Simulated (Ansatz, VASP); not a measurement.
Two plane-wave programs on CdS (Hawleyite)

```
Cd S
1.0
     0.00000    2.91650    2.91650
     2.91650    0.00000    2.91650
     2.91650    2.91650    0.00000
Cd S
1 1
Cartesian
  0.0000 0.0000 0.0000
  4.3748 4.3748 4.3748
```

Alike in both runs: task single point; functional PBE; k mesh 8 × 8 × 8; occupations gaussian, width 0.017 eV; no spin polarisation.

```csv
,VASP,Ansatz
version,VASP 6.6.1,Ansatz 0.2.0
potentials or method,"VASP PAW PBE potentials, release 64 (Cd, S)",Ansatz PAW
plane-wave cutoff (eV),520,420
valence electrons in the cell,18,26
```

Ansatz gave:

* gap on the k mesh at the Fermi level (eV): 1.15
* least direct gap on the mesh (eV): 1.15
* pressure (GPa): 2.8

**Question.** Which values does VASP return?

**Answer.** gap on the k mesh at the Fermi level (eV): 1.15; least direct gap on the mesh (eV): 1.15; pressure (GPa): 3.2.

The two sets of potentials don't hold the same shells in valence.

As with any semilocal functional, this PBE gap is likely too small.
